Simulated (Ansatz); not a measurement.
# Tantalum, simple cubic under RPBE: structure, energy and stiffness

Aim: take tantalum in the simple cubic structure, relax it, solve it on a dense k-mesh, then scale the cell to 7 volumes from 88 to 112 % of the relaxed one and try a fit of the equation of state. Spin polarisation is left out. The k-meshes are 12×12×12 for the relaxation; 19×19×19 for the dense run; 13×13×13 for the volumes.

This is Ta in the simple cubic structure; at room conditions it is bcc.

Program: Ansatz 0.2.0. Level of theory: DFT RPBE, plane waves (420 eV) with PAW, scalar-relativistic; PBE-made PAW files. These are calculated values, not measurements.

### Step 1. Starting point

Symmetry: Pm-3m, No. 221, cubic system. The conventional cell has a = 2.692 Å, b = 2.692 Å, c = 2.692 Å, α = 90.00°, β = 90.00°, γ = 90.00°. Ta (site symmetry m-3m) is surrounded by 6 Ta at 2.69 Å.

Coordinates:

```cif
data_structure
_symmetry_space_group_name_H-M 'P 1'
_symmetry_Int_Tables_number 1
_cell_length_a 2.6920
_cell_length_b 2.6920
_cell_length_c 2.6920
_cell_angle_alpha 90.000
_cell_angle_beta 90.000
_cell_angle_gamma 90.000
_cell_volume 19.51
loop_
_atom_site_label
_atom_site_type_symbol
_atom_site_fract_x
_atom_site_fract_y
_atom_site_fract_z
_atom_site_occupancy
Ta1 Ta 0.00000 0.00000 0.00000 1
```

### Step 2. Geometry optimisation

input.yaml

```yaml
crystal:
  lattice:
    - [2.6919965271, 0.0, 0.0]
    - [0.0, 2.6919965271, 0.0]
    - [0.0, 0.0, 2.6919965271]
  atoms:
    - { symbol: Ta, position: [0.0, 0.0, 0.0] }
hamiltonian:
  xc: rpbe
  pseudopotentials:
    kind: paw
    azcp:
      Ta: "pseudopotentials/Ta.paw.azcp"
basis:
  ecutwfc: 420
  fft_grid_basis: typed
kpoints:
  mp_grid: { grid: [12, 12, 12], shift: [0, 0, 0] }
magnetization:
  spin_polarized: false
scf:
  occupations: { method: fermi_dirac, width: 0.1 }
relax:
  max_steps: 60
  f_tol: 0.01
  cell: {}
```

Log:

```text
Warning: RAYON_NUM_THREADS=2 ignored (pool sized by the plan → 2); use --threads N
Engine: ansatz 0.2.0, x86_64-unknown-linux-gnu
Pseudopotentials: kind: paw
Pseudopotential: Ta, paw, valence charge 13, recommended cutoff 420 eV (normal), <dir>
Functional definition: RPBE
  parameter kappa = 0.804
  parameter beta = 0.06672455060314922
  exchange = rpbe_x(kappa = kappa, mu = beta*pi^2/3)
  correlation = pbe_c(beta = beta)
Crystal: 1 atoms, lattice volume = 19.508 Å³
Basis set: ecut = 420 eV, 389 PW (Γ), exchange–correlation on 36×36×36 points (8 copies of the dense FFT grid, shifted against one another)
Bands: 11, of which v1, the nominal top of the filled ones, is band 7 counted from 1 (6 counted from 0)
Symmetry: 48 space group operations
Space group: Pm-3m (ITA 221), of the structure as read, at distance tolerance 2.7e-5 Å
k-points: 84 of 1728
Non-local potential: Ta, projectors of the file, l = 0: 3, l = 1: 2, l = 2: 2, l = 3: 1
PAW form: soft (Blöchl's): semilocal exchange-correlation on the pseudo side does not see the compensation charge
PAW frozen core: Ta, regenerated for the run's functional, and the local potential with it (the file was generated under x = pbe(κ = 0.804, μ = 0.2195149727645171), c = pbe(β = 0.06672455060314922))
PAW one-centre angular grid: Ta, 590 points (default); XC on 64 Gauss nodes
Initial density: superposition of atomic densities (neutral atoms: chi_scale 0, normalization atom), corrected by the library's trained network
Initial wavefunctions: pseudopotential atomic-orbital guess
Functional: x = rpbe, c = pbe(β = 0.06672455060314922)
SCF iter   1: F=—  HF=-9943.668444 eV  |F-HF|=—  |Δ(HF+E_count)|=         —  Δρ=5.54e-3  dr2=3.39e-3  ethr=1.77e-3  ⟨swp⟩=5.1  Hψ=5275  notcnv=0
preconditioner: auto → none  [metal: Δε(μ)=0.020 eV  Ē_g=7.634 eV  σ=0.100 eV  W_gap=0.05  n_scr=6 (ndim 8)  ℏωp=18.8 eV  f_vac=0.000  D(μ)=0.70/eV (n_scr^D=6)  sad-step TF]
SCF iter   2: F=—  HF=-9943.667783 eV  |F-HF|=—  |Δ(HF+E_count)|=   6.61e-4  Δρ=3.24e-3  dr2=1.23e-3  ethr=2.61e-5  ⟨swp⟩=1.4  Hψ=1653  notcnv=0
SCF iter   3: F=—  HF=-9943.667670 eV  |F-HF|=—  |Δ(HF+E_count)|=   1.13e-4  Δρ=2.38e-4  dr2=6.57e-6  ethr=9.45e-6  ⟨swp⟩=2.1  Hψ=1121  notcnv=0
SCF iter   4: F=—  HF=-9943.667637 eV  |F-HF|=—  |Δ(HF+E_count)|=   3.38e-5  Δρ=4.07e-5  dr2=1.54e-7  ethr=5.06e-8  ⟨swp⟩=2.2  Hψ=1383  notcnv=0
iter 5 did not close the SCF: its close was put off for the readings that it lacked (scf_convergence_deferred on its scf_iter line)
SCF iter   5: F=-9943.667637 eV  HF=-9943.667637 eV  |F-HF|=2.17e-9  |Δ(HF+E_count)|=   4.45e-8  Δρ=7.69e-6  dr2=7.85e-9  ethr=1.19e-9  ⟨swp⟩=2.1  Hψ=1437  notcnv=0
SCF iter   6: F=-9943.667637 eV  HF=-9943.667637 eV  |F-HF|=1.06e-10  |Δ(HF+E_count)|=  3.58e-10  Δρ=2.17e-6  dr2=3.95e-10  ethr=6.04e-11  ⟨swp⟩=1.9  Hψ=2980  notcnv=0
SCF 1 converged in 6 iterations: F = -9943.667637 eV  dr2 = 3.95e-10
relax step   1: F+E_penalty+E_count = -9943.66763652 eV  Δ(F+E_penalty+E_count) = +0.000e0 eV  max|allowed force component| = 0.000e0 eV/Å  Δτ_max = 0.0000 Å  P = +11.974 GPa  Ω = 19.508 Å³  (6 SCF iters, dr2 threshold 1.00e-7 eV, accepted)
Crystal: 1 atoms, lattice volume = 22.503 Å³
Basis set: ecut = 420 eV, 461 PW (Γ), exchange–correlation on 36×36×36 points (8 copies of the dense FFT grid, shifted against one another)
Initial density: handed on by an earlier stage of this run
Initial wavefunctions: those handed on with the density
iter 1 solved again at ethr=5.32e-5 eV; its pass at ethr=3.10e-3 eV (dr2=6.92e-3 eV) is discarded
SCF iter   1: F=—  HF=-9943.680032 eV  |F-HF|=—  |Δ(HF+E_count)|=         —  Δρ=5.21e-3  dr2=6.28e-3  ethr=5.32e-5  ⟨swp⟩=1.0  Hψ=6804  notcnv=0
preconditioner: auto → none  [metal: Δε(μ)=0.157 eV  Ē_g=6.642 eV  σ=0.100 eV  W_gap=0.37  n_scr=6 (ndim 8)  ℏωp=17.5 eV  f_vac=0.000  D(μ)=0.76/eV (n_scr^D=6)]
SCF iter   2: F=—  HF=-9943.679410 eV  |F-HF|=—  |Δ(HF+E_count)|=   6.22e-4  Δρ=2.00e-3  dr2=4.56e-4  ethr=4.83e-5  ⟨swp⟩=2.1  Hψ=1136  notcnv=0
SCF iter   3: F=—  HF=-9943.679737 eV  |F-HF|=—  |Δ(HF+E_count)|=   3.27e-4  Δρ=6.09e-4  dr2=3.50e-5  ethr=3.51e-6  ⟨swp⟩=1.7  Hψ=1055  notcnv=0
SCF iter   4: F=—  HF=-9943.679656 eV  |F-HF|=—  |Δ(HF+E_count)|=   8.11e-5  Δρ=5.04e-5  dr2=3.16e-7  ethr=2.70e-7  ⟨swp⟩=2.3  Hψ=1122  notcnv=0
SCF iter   5: F=-9943.679656 eV  HF=-9943.679656 eV  |F-HF|=5.44e-10  |Δ(HF+E_count)|=   2.16e-7  Δρ=2.95e-6  dr2=6.74e-10  ethr=7.69e-10  ⟨swp⟩=4.1  Hψ=2646  notcnv=0
SCF 2 converged in 5 iterations: F = -9943.679656 eV  dr2 = 6.74e-10
relax step   2: F+E_penalty+E_count = -9943.67965650 eV  Δ(F+E_penalty+E_count) = -1.202e-2 eV  max|allowed force component| = 0.000e0 eV/Å  Δτ_max = 0.0000 Å  P = -8.234 GPa  Ω = 22.503 Å³  energy of the carried Pulay correction = -9.968e-4 eV  (5 SCF iters, dr2 threshold 1.00e-7 eV, accepted)
Crystal: 1 atoms, lattice volume = 21.178 Å³
Basis set: ecut = 420 eV, 437 PW (Γ), exchange–correlation on 36×36×36 points (8 copies of the dense FFT grid, shifted against one another)
iter 1 solved again at ethr=6.22e-6 eV; its pass at ethr=3.10e-3 eV (dr2=8.09e-4 eV) is discarded
SCF iter   1: F=—  HF=-9943.719916 eV  |F-HF|=—  |Δ(HF+E_count)|=         —  Δρ=2.07e-3  dr2=8.29e-4  ethr=6.22e-6  ⟨swp⟩=1.5  Hψ=6586  notcnv=0
preconditioner: auto → none  [metal: Δε(μ)=0.082 eV  Ē_g=7.038 eV  σ=0.100 eV  W_gap=0.20  n_scr=6 (ndim 8)  ℏωp=18.0 eV  f_vac=0.000  D(μ)=0.73/eV (n_scr^D=6)]
SCF iter   2: F=—  HF=-9943.719851 eV  |F-HF|=—  |Δ(HF+E_count)|=   6.43e-5  Δρ=8.05e-4  dr2=6.25e-5  ethr=6.22e-6  ⟨swp⟩=2.0  Hψ=1119  notcnv=0
SCF iter   3: F=—  HF=-9943.719804 eV  |F-HF|=—  |Δ(HF+E_count)|=   4.71e-5  Δρ=2.37e-4  dr2=4.46e-6  ethr=4.81e-7  ⟨swp⟩=1.9  Hψ=1101  notcnv=0
SCF iter   4: F=-9943.719811 eV  HF=-9943.719811 eV  |F-HF|=6.00e-9  |Δ(HF+E_count)|=   6.41e-6  Δρ=1.70e-5  dr2=4.40e-8  ethr=7.69e-10  ⟨swp⟩=3.4  Hψ=3524  notcnv=0
SCF 3 converged in 4 iterations: F = -9943.719811 eV  dr2 = 4.40e-8
relax step   3: F+E_penalty+E_count = -9943.71981061 eV  Δ(F+E_penalty+E_count) = -4.015e-2 eV  max|allowed force component| = 0.000e0 eV/Å  Δτ_max = 0.0000 Å  P = -1.004 GPa  Ω = 21.178 Å³  energy of the carried Pulay correction = -5.739e-4 eV  (4 SCF iters, dr2 threshold 1.00e-7 eV, accepted)
Crystal: 1 atoms, lattice volume = 21.029 Å³
iter 1 solved again at ethr=1.27e-7 eV; its pass at ethr=3.10e-3 eV (dr2=1.65e-5 eV) is discarded
SCF iter   1: F=—  HF=-9943.720442 eV  |F-HF|=—  |Δ(HF+E_count)|=         —  Δρ=2.58e-4  dr2=1.23e-5  ethr=1.27e-7  ⟨swp⟩=2.2  Hψ=6301  notcnv=0
preconditioner: auto → none  [metal: Δε(μ)=0.081 eV  Ē_g=7.094 eV  σ=0.100 eV  W_gap=0.20  n_scr=6 (ndim 8)  ℏωp=18.1 eV  f_vac=0.000  D(μ)=0.72/eV (n_scr^D=6)]
SCF iter   2: F=—  HF=-9943.720349 eV  |F-HF|=—  |Δ(HF+E_count)|=   9.36e-5  Δρ=1.04e-4  dr2=1.05e-6  ethr=9.49e-8  ⟨swp⟩=2.2  Hψ=1121  notcnv=0
SCF iter   3: F=-9943.720350 eV  HF=-9943.720349 eV  |F-HF|=9.10e-8  |Δ(HF+E_count)|=   8.70e-7  Δρ=2.89e-5  dr2=6.80e-8  ethr=7.69e-10  ⟨swp⟩=4.3  Hψ=2783  notcnv=0
SCF 4 converged in 3 iterations: F = -9943.720350 eV  dr2 = 6.80e-8
relax step   4: F+E_penalty+E_count = -9943.72034959 eV  Δ(F+E_penalty+E_count) = -5.390e-4 eV  max|allowed force component| = 0.000e0 eV/Å  Δτ_max = 0.0000 Å  P = -0.037 GPa  Ω = 21.029 Å³  energy of the carried Pulay correction = -5.244e-4 eV  (3 SCF iters, dr2 threshold 1.00e-7 eV, accepted)
Basis set: ecut = 420 eV, 437 PW (Γ), exchange–correlation on 40×40×40 points (8 copies of the dense FFT grid, shifted against one another)
Initial wavefunctions: pseudopotential atomic-orbital guess (no wavefunctions were taken with the density)
iter 1 solved again at ethr=8.53e-8 eV; its pass at ethr=3.10e-3 eV (dr2=1.11e-5 eV) is discarded
SCF iter   1: F=—  HF=-9943.720825 eV  |F-HF|=—  |Δ(HF+E_count)|=         —  Δρ=5.54e-4  dr2=2.05e-6  ethr=8.53e-8  ⟨swp⟩=3.0  Hψ=7665  notcnv=0
preconditioner: auto → none  [metal: Δε(μ)=0.082 eV  Ē_g=7.095 eV  σ=0.100 eV  W_gap=0.20  n_scr=6 (ndim 8)  ℏωp=18.1 eV  f_vac=0.000  D(μ)=0.72/eV (n_scr^D=6)]
SCF iter   2: F=—  HF=-9943.720975 eV  |F-HF|=—  |Δ(HF+E_count)|=   1.50e-4  Δρ=2.76e-4  dr2=4.89e-7  ethr=1.58e-8  ⟨swp⟩=1.0  Hψ=924  notcnv=0
SCF iter   3: F=—  HF=-9943.721025 eV  |F-HF|=—  |Δ(HF+E_count)|=   5.03e-5  Δρ=7.26e-6  dr2=4.66e-9  ethr=3.76e-9  ⟨swp⟩=2.0  Hψ=1400  notcnv=0
SCF iter   4: F=—  HF=-9943.721025 eV  |F-HF|=—  |Δ(HF+E_count)|=   1.82e-8  Δρ=1.45e-6  dr2=1.05e-10  ethr=3.58e-11  ⟨swp⟩=2.9  Hψ=1475  notcnv=0
SCF iter   5: F=-9943.721025 eV  HF=-9943.721025 eV  |F-HF|=7.28e-12  |Δ(HF+E_count)|=  6.28e-10  Δρ=2.74e-7  dr2=5.97e-12  ethr=1.00e-12  ⟨swp⟩=5.4  Hψ=3240  notcnv=0
SCF 5 converged in 5 iterations: F = -9943.721025 eV  dr2 = 5.97e-12
relax step   5: F+E_penalty+E_count = -9943.72102504 eV  Δ(F+E_penalty+E_count) = -6.755e-4 eV  max|allowed force component| = 0.000e0 eV/Å  Δτ_max = 0.0000 Å  P = -0.008 GPa  Ω = 21.029 Å³  stress off target by 7.89e-3 GPa  SCF on the basis re-selected at this cell (its energy is not comparable with the rows above)  (5 SCF iters)
basis re-selected at this cell: Δ(F+E_penalty+E_count) = -6.755e-4 eV, ΔP = +0.029 GPa vs the last step (what re-selecting the basis moved, of the pressure what is left beyond the Pulay correction that the steps carried, after the strain that the cell walked since its last selection, with what the two solves' SCF thresholds leave and, on support functions, any second-order correction that the steps lacked; it is no measure of the basis error at this ecutwfc). The dense FFT grid was sized anew with the basis: this SCF ran on 20×20×20 points, the steps before it on 18×18×18, so part of this shift can come from that change (see relax.cell in the input reference). This SCF's stress stands 7.89e-3 GPa from its target on what of the cell is left free (relax.cell.stress_tol is 5.00e-2 GPa) and its largest allowed force component is 0.00e0 eV/Å (relax.f_tol is 1.00e-2 eV/Å): within both
SCF converged after 5 iterations
Free energy (F): -9943.721025 eV
Harris-Foulkes:  -9943.721025 eV  (|F-HF|=7.28e-12)
Internal energy: -9943.694956 eV  (E = F + TS)
E sigma→0 (E₀):  -9943.707990 eV
Entropy (-TS):   -0.026069 eV (-26.069 meV/atom)
Fermi energy:    15.670329 eV
--- Per-component energies (eV) ---
  E_band       = -144.148906
  E_kinetic    = 364.027779
  E_local      = -682.040289  (includes V_loc(G=0)·N_el)
  E_nonlocal   = 14.858057
  E_hartree    = 236.550997
  E_xc         = -217.549855
  E_vxc        = -202.315398  (∫ρ·V_xc dr)
  E_paw        = -8408.748741  (= ΣΔE_a)
  E_vpaw       = -111.781236  (= ΣTr[D̂ρ^β])
  E_aug_tail   = 0.000157  (compensation charges beyond the density's cutoff)
  E_ewald      = -1250.765234
  E_core_change = -0.027827  (= ΣΔE_core)
  E_smearing   = -0.026069  (= −TS)
  E_closure    = -0.000000  (closes the sum)
  Σ components = -9943.721025   (vs F -9943.721025, Δ=0.00e0)
--- Forces (eV/Å), atoms counted from 1 ---
  atom   1  Ta     0.00000000    -0.00000000     0.00000000
  max |Σ_I F_I| component: 2.95e-33 eV/Å
--- Stress (GPa, compression-positive) ---
       -0.007894       0.000000       0.000000
        0.000000      -0.007894       0.000000
        0.000000       0.000000      -0.007894
  P = ⅓ Tr σ = -0.0079 GPa (-0.079 kbar)
--- Relaxed structure (4 steps of the walk, 4 accepted, 1 SCFs on fresh bases) ---
  F+E_penalty+E_count = -9943.72102504 eV   max|allowed force component| = 0.000e0 eV/Å   (the final SCF, on the basis selected at the relaxed cell)
  cell:  # Å, volume = 21.0287 Å³
    - [2.7601811137267185, 2.0864241064195054e-34, 7.382731453484404e-34]
    - [4.6543306989358205e-34, 2.7601811137267194, 0.0]
    - [1.2518544638517031e-33, 0.0, 2.7601811137267194]
  atoms:
    - { symbol: Ta, position: [0.0, 0.0, 0.0] }
```

Wall time 2.1 s (2 threads of Intel Xeon 6975P-C (Granite Rapids), shared host); peak memory 0.32 GiB.

Relaxation path:

```
step  energy change (meV/atom)  largest force (eV/Å)  pressure (GPa)  volume (Å³/atom)
   1                      0.00                0.0000           11.97            19.508
   2                    -12.02                0.0000           -8.23            22.503
   3                    -52.17                0.0000           -1.00            21.178
   4                    -52.71                0.0000           -0.04            21.029
   5                    -53.39                0.0000           -0.01            21.029
```

Steps that repeat a cell are solved on a basis chosen anew, so their changes of energy are no gain of the relaxation.

Changes in the cell that was computed:

|  | before | after | change |
| --- | --- | --- | --- |
| a (Å) | 2.692 | 2.760 | +2.5 % |
| b (Å) | 2.692 | 2.760 | +2.5 % |
| c (Å) | 2.692 | 2.760 | +2.5 % |
| volume (Å³/atom) | 19.508 | 21.029 | +7.8 % |
| shortest distance (Å) | 2.692 | 2.760 | +2.5 % |
| space group (spins left aside) | Pm-3m | Pm-3m | same |

### Step 3. Single point on a dense mesh

input.yaml

```yaml
crystal:
  lattice:
    - [2.7601811137, 0.0, 0.0]
    - [0.0, 2.7601811137, 0.0]
    - [0.0, 0.0, 2.7601811137]
  atoms:
    - { symbol: Ta, position: [0.0, 0.0, 0.0] }
hamiltonian:
  xc: rpbe
  pseudopotentials:
    kind: paw
    azcp:
      Ta: "pseudopotentials/Ta.paw.azcp"
basis:
  ecutwfc: 420
  fft_grid_basis: typed
kpoints:
  mp_grid: { grid: [19, 19, 19], shift: [0, 0, 0] }
magnetization:
  spin_polarized: false
scf:
  occupations: { method: fermi_dirac, width: 0.1 }
```

Log, shortened:

```text
Warning: RAYON_NUM_THREADS=2 ignored (pool sized by the plan → 2); use --threads N
[...]
Pseudopotentials: kind: paw
Pseudopotential: Ta, paw, valence charge 13, recommended cutoff 420 eV (normal), <dir>
Functional definition: RPBE
[...]
Crystal: 1 atoms, lattice volume = 21.029 Å³
Basis set: ecut = 420 eV, 437 PW (Γ)
Bands: 11, of which v1, the nominal top of the filled ones, is band 7 counted from 1 (6 counted from 0)
Symmetry: 48 space group operations
Space group: Pm-3m (ITA 221), of the structure as read, at distance tolerance 2.8e-5 Å
k-points: 220 of 6859
[...]
SCF iter   1: F=—  HF=-9943.703260 eV  |F-HF|=—  |Δ(HF+E_count)|=         —  Δρ=3.07e-3  dr2=8.80e-4  ethr=1.77e-3  ⟨swp⟩=5.0  Hψ=13761  notcnv=0
[...]
SCF iter   6: F=-9943.703216 eV  HF=-9943.703216 eV  |F-HF|=2.07e-10  |Δ(HF+E_count)|=  1.51e-10  Δρ=1.65e-6  dr2=2.80e-10  ethr=2.60e-11  ⟨swp⟩=1.0  Hψ=7088  notcnv=0
[...]
SCF converged after 6 iterations
Free energy (F): -9943.703216 eV
[...]
E sigma→0 (E₀):  -9943.683171 eV
Entropy (-TS):   -0.040089 eV (-40.089 meV/atom)
Fermi energy:    15.689219 eV
[...]
```

Wall time 1.2 s (2 threads of Intel Xeon 6975P-C (Granite Rapids), shared host); peak memory 0.34 GiB.

### Step 4. At 88 % of the relaxed volume

input.yaml

```yaml
crystal:
  lattice:
    - [2.6450373195, 0.0, 0.0]
    - [0.0, 2.6450373195, 0.0]
    - [0.0, 0.0, 2.6450373195]
  atoms:
    - { symbol: Ta, position: [0.0, 0.0, 0.0] }
hamiltonian:
  xc: rpbe
  pseudopotentials:
    kind: paw
    azcp:
      Ta: "pseudopotentials/Ta.paw.azcp"
basis:
  ecutwfc: 420
  fft_grid_basis: typed
kpoints:
  mp_grid: { grid: [13, 13, 13], shift: [0, 0, 0] }
magnetization:
  spin_polarized: false
scf:
  occupations: { method: fermi_dirac, width: 0.1 }
  lower_state_search: "off"
output:
  stress: true
```

Log, shortened:

```text
Warning: RAYON_NUM_THREADS=2 ignored (pool sized by the plan → 2); use --threads N
[...]
Pseudopotentials: kind: paw
Pseudopotential: Ta, paw, valence charge 13, recommended cutoff 420 eV (normal), <dir>
Functional definition: RPBE
[...]
Crystal: 1 atoms, lattice volume = 18.505 Å³
Basis set: ecut = 420 eV, 365 PW (Γ)
Bands: 11, of which v1, the nominal top of the filled ones, is band 7 counted from 1 (6 counted from 0)
Symmetry: 48 space group operations
Space group: Pm-3m (ITA 221), of the structure as read, at distance tolerance 2.6e-5 Å
k-points: 84 of 2197
[...]
SCF iter   1: F=—  HF=-9943.549522 eV  |F-HF|=—  |Δ(HF+E_count)|=         —  Δρ=6.11e-3  dr2=4.32e-3  ethr=1.77e-3  ⟨swp⟩=5.1  Hψ=5309  notcnv=0
[...]
SCF iter   6: F=-9943.548416 eV  HF=-9943.548416 eV  |F-HF|=1.02e-10  |Δ(HF+E_count)|=  5.62e-10  Δρ=1.91e-6  dr2=2.72e-10  ethr=5.70e-11  ⟨swp⟩=2.0  Hψ=2894  notcnv=0
[...]
SCF converged after 6 iterations
Free energy (F): -9943.548416 eV
[...]
E sigma→0 (E₀):  -9943.535117 eV
Entropy (-TS):   -0.026599 eV (-26.599 meV/atom)
Fermi energy:    18.218811 eV
[...]
--- Stress (GPa, compression-positive) ---
       22.313967      -0.000000       0.000000
       -0.000000      22.313967       0.000000
        0.000000       0.000000      22.313967
  P = ⅓ Tr σ = 22.3140 GPa (223.140 kbar)
```

It took 0.59 s on 2 threads of Intel Xeon 6975P-C (Granite Rapids), shared host; peak memory 0.3 GiB.

### Step 5. At 92 % of the relaxed volume

Edit input.yaml of step 4 so:

```diff
@@ -2,5 +2,5 @@
   lattice:
-    - [2.6450373195, 0.0, 0.0]
-    - [0.0, 2.6450373195, 0.0]
-    - [0.0, 0.0, 2.6450373195]
+    - [2.6845213096, 0.0, 0.0]
+    - [0.0, 2.6845213096, 0.0]
+    - [0.0, 0.0, 2.6845213096]
   atoms:
@@ -25 +25,5 @@
   stress: true
+  write_density: true
+  write_potential: true
+  elf: true
+  volumetric_format: npy
```

Log, shortened:

```text
Warning: RAYON_NUM_THREADS=2 ignored (pool sized by the plan → 2); use --threads N
[...]
Pseudopotentials: kind: paw
Pseudopotential: Ta, paw, valence charge 13, recommended cutoff 420 eV (normal), <dir>
Functional definition: RPBE
[...]
Crystal: 1 atoms, lattice volume = 19.346 Å³
Basis set: ecut = 420 eV, 389 PW (Γ)
Bands: 11, of which v1, the nominal top of the filled ones, is band 7 counted from 1 (6 counted from 0)
Symmetry: 48 space group operations
Space group: Pm-3m (ITA 221), of the structure as read, at distance tolerance 2.7e-5 Å
k-points: 84 of 2197
[...]
SCF iter   1: F=—  HF=-9943.641731 eV  |F-HF|=—  |Δ(HF+E_count)|=         —  Δρ=4.30e-3  dr2=2.13e-3  ethr=1.77e-3  ⟨swp⟩=5.0  Hψ=5305  notcnv=0
[...]
SCF iter   6: F=-9943.641194 eV  HF=-9943.641194 eV  |F-HF|=1.15e-10  |Δ(HF+E_count)|=  1.16e-10  Δρ=1.80e-6  dr2=2.64e-10  ethr=4.97e-11  ⟨swp⟩=5.0  Hψ=4346  notcnv=0
[...]
SCF converged after 6 iterations
Free energy (F): -9943.641194 eV
[...]
E sigma→0 (E₀):  -9943.627004 eV
Entropy (-TS):   -0.028381 eV (-28.381 meV/atom)
Fermi energy:    17.305964 eV
[...]
--- Stress (GPa, compression-positive) ---
       13.338304      -0.000000       0.000000
       -0.000000      13.338304       0.000000
        0.000000       0.000000      13.338304
  P = ⅓ Tr σ = 13.3383 GPa (133.383 kbar)
--- Band table (eV; the first three rows and the last of 84) ---
  k-point 0: bands = ["-50.0322", "-15.9132", "-15.9132", "-15.9132", "9.8171", "14.4606", "14.4606", "23.9177", "23.9177", "23.9177", "32.2129"]
[...]
```

Run time: 0.87 s. Hardware: 2 threads of Intel Xeon 6975P-C (Granite Rapids), shared host; peak memory 0.31 GiB.

Density in a lattice plane of the grid's cell (edges 2.68 and 2.68 Å, at 0.000 of the third edge), which holds Ta.

Ten even steps from ' ' (0.20 e/Å³) to '@' (4.49 e/Å³):
```
##%%@@@@@@%%++--::..          ..::--++%%@@@@@@%%
@@@@@@@@%%##++--....          ....--++##%%@@@@@@
@@@@@@%%##++--::..              ..::--++##%%@@@@
%%%%##**++--::..                  ..::--++**##%%
****++==--::..                      ..::--==++**
------::....                          ....::----
........                                  ......
....                                          ..
                                                
                                                
                                                
....                                          ..
........                                  ......
------::....                          ....::----
****++==--::..                      ..::--==++**
%%%%##**++--::..                  ..::--++**##%%
@@@@@@%%##++--::..              ..::--++##%%@@@@
@@@@@@@@%%##++--....          ....--++##%%@@@@@@
##%%@@@@@@%%++--::..          ..::--++%%@@@@@@%%
**##%%@@@@%%**==::..          ..::==**%%@@@@%%##
```
Columns run along the first of these edges and rows up along the second, over one cell in 24 and 20 even steps from the bottom left corner. Atoms in the plane (fractional): Ta at (0.00, 0.00).

ELF in the same plane.

Values, 12 rows by 12 columns:
```
0.19 0.38 0.66 0.68 0.47 0.34 0.39 0.34 0.47 0.68 0.66 0.38
0.61 0.66 0.68 0.54 0.33 0.30 0.38 0.30 0.33 0.54 0.68 0.66
0.72 0.68 0.54 0.34 0.23 0.30 0.39 0.30 0.23 0.34 0.54 0.68
0.53 0.47 0.33 0.23 0.24 0.36 0.44 0.36 0.24 0.23 0.33 0.47
0.36 0.34 0.30 0.30 0.36 0.46 0.52 0.46 0.36 0.30 0.30 0.34
0.39 0.39 0.38 0.39 0.44 0.52 0.56 0.52 0.44 0.39 0.38 0.39
0.36 0.34 0.30 0.30 0.36 0.46 0.52 0.46 0.36 0.30 0.30 0.34
0.53 0.47 0.33 0.23 0.24 0.36 0.44 0.36 0.24 0.23 0.33 0.47
0.72 0.68 0.54 0.34 0.23 0.30 0.39 0.30 0.23 0.34 0.54 0.68
0.61 0.66 0.68 0.54 0.33 0.30 0.38 0.30 0.33 0.54 0.68 0.66
0.19 0.38 0.66 0.68 0.47 0.34 0.39 0.34 0.47 0.68 0.66 0.38
0.00 0.19 0.61 0.72 0.53 0.36 0.39 0.36 0.53 0.72 0.61 0.19
```
Columns run along the first of these edges and rows up along the second, over one cell in 12 and 12 even steps from the bottom left corner. Atoms in the plane (fractional): Ta at (0.00, 0.00).

Both are smooth fields of the valence electrons: close to the nuclei they are not physical.

Outside the cores ELF peaks at 0.56 between the atoms, 1.9 Å from Ta.

[end of part 1 of 2]
